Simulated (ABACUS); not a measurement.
Write an ASE script for ABACUS 3.10.1 that does the following.

```yaml
Task: single point
Functional: WC
Potentials_or_basis: PseudoDojo NC SR 0.4.1 PBE standard
Cutoff: 1143 eV
Density_cutoff: 4572 eV
Basis: plane waves
k_mesh: 8 × 8 × 6
Occupations: fermi-dirac, width 0.05 eV
Spin: no spin polarisation
Radial_cutoff_of_the_potentials_pseudo_rcut: 10 bohr
SCF_threshold_on_the_density: 1e-08
Max_SCF_steps: 100
Eigensolver: dav
Mixing: broyden
Mixing_share: 0.7
Symmetry_key: 1
Bands: 16
```

The structure of O lies in O.cif:

```cif
data_O
_cell_length_a 5.70280571
_cell_length_b 3.32483188
_cell_length_c 4.36286192
_cell_angle_alpha 90.00000000
_cell_angle_beta 123.28712706
_cell_angle_gamma 90.00000000
_space_group_name_H-M_alt 'C2/m'
_space_group_name_Hall '-C 2y'
_space_group_IT_number 12
loop_
_space_group_symop_operation_xyz
'x,y,z'
'-x,-y,-z'
'-x,y,-z'
'x,-y,z'
'x+1/2,y+1/2,z'
'-x+1/2,-y+1/2,-z'
'-x+1/2,y+1/2,-z'
'x+1/2,-y+1/2,z'
loop_
_atom_site_label
_atom_site_type_symbol
_atom_site_symmetry_multiplicity
_atom_site_Wyckoff_symbol
_atom_site_fract_x
_atom_site_fract_y
_atom_site_fract_z
_atom_site_occupancy
O1 O 4 i 0.9745461700 0.0000000000 0.8444259800 1
```

These files were run (other wordings do the same):

run_abacus.py

```python
"""ABACUS run from a structure file: ASE reads it, the script writes STRU, KPT and INPUT."""
import re
import subprocess
import spglib
from ase import Atoms
from ase.io import read
from ase.units import Bohr

atoms = read("O.cif")
cell, frac, numbers = spglib.standardize_cell((atoms.cell[:], atoms.get_scaled_positions(), atoms.numbers), to_primitive=True, symprec=1e-4)
atoms = Atoms(numbers=numbers, cell=cell, scaled_positions=frac, pbc=True)  # the primitive cell
atoms = atoms[(-atoms.numbers).argsort(kind="stable")]  # ABACUS lists atoms element by element
pseudo = {'O': 'O.upf'}
orbital = {}
magmoms = None
kmesh = [8, 8, 6]
params = {
    'suffix': 'O',
    'calculation': 'scf',
    'basis_type': 'pw',
    'pseudo_dir': './',
    'symmetry': 1,
    'dft_functional': 'wc',
    'ecutwfc': 84,
    'pseudo_rcut': 10,
    'nspin': 1,
    'nbands': 16,
    'ks_solver': 'dav',
    'smearing_method': 'fd',
    'smearing_sigma': 0.00367493,
    'scf_thr': 1e-08,
    'scf_nmax': 100,
    'mixing_type': 'broyden',
    'mixing_beta': 0.7,
    'cal_force': 1,
    'cal_stress': 1,
    'out_chg': 1,
    'kpar': 4,
}

symbols = atoms.get_chemical_symbols()
elements = list(dict.fromkeys(symbols))
lines = ["ATOMIC_SPECIES"] + [f"{e} {atoms.get_masses()[symbols.index(e)]:.4f} {pseudo[e]}" for e in elements]
if orbital:
    lines += ["", "NUMERICAL_ORBITAL"] + [orbital[e] for e in elements]
lines += ["", "LATTICE_CONSTANT", f"{1 / Bohr:.10f}", "", "LATTICE_VECTORS"]
lines += [" ".join(f"{x:.10f}" for x in v) for v in atoms.cell]
lines += ["", "ATOMIC_POSITIONS", "Direct"]
for e in elements:
    lines += ["", e, "0.0", str(symbols.count(e))]
    for i, p in enumerate(atoms.get_scaled_positions(wrap=False)):
        if symbols[i] == e:
            mag = "" if magmoms is None else " mag " + " ".join(str(x) for x in (magmoms[i] if isinstance(magmoms[i], list) else [magmoms[i]]))
            lines.append(" ".join(f"{x:.10f}" for x in p) + " 1 1 1" + mag)
open("STRU", "w").write("\n".join(lines) + "\n")
open("KPT", "w").write("K_POINTS\n0\nGamma\n%d %d %d 0 0 0\n" % tuple(kmesh))
open("INPUT", "w").write("INPUT_PARAMETERS\n" + "".join(f"{k:<20s}{v}\n" for k, v in params.items()))

done = subprocess.run(['mpirun', '-np', '4', 'abacus'])
if done.returncode:
    raise SystemExit(done.returncode)
log = open("OUT.O/running_scf.log").read()
print("final energy (eV):", re.findall(r"FINAL_ETOT_IS (\S+)", log))
```

Potentials or basis: PseudoDojo NC SR 0.4.1 PBE standard, plane waves.

Run with:

```bash
$ OMP_NUM_THREADS=1 python run_abacus.py > log
```

It gave:

```
Pressure               : -3.1 GPa
Largest force          : 0.784 eV/Å
Band gap on the k mesh : none (metal or under the smearing width)
```

Caveat: spin is off for a triplet molecule; the potentials were made for another functional, which shifts forces and pressure.

Run time: 41 s on 4 MPI ranks on Intel(R) Xeon(R) Platinum 8259CL CPU @ 2.50GHz (Skylake/Cascade Lake), with other jobs on the host, peak memory 0.4 GiB a rank.
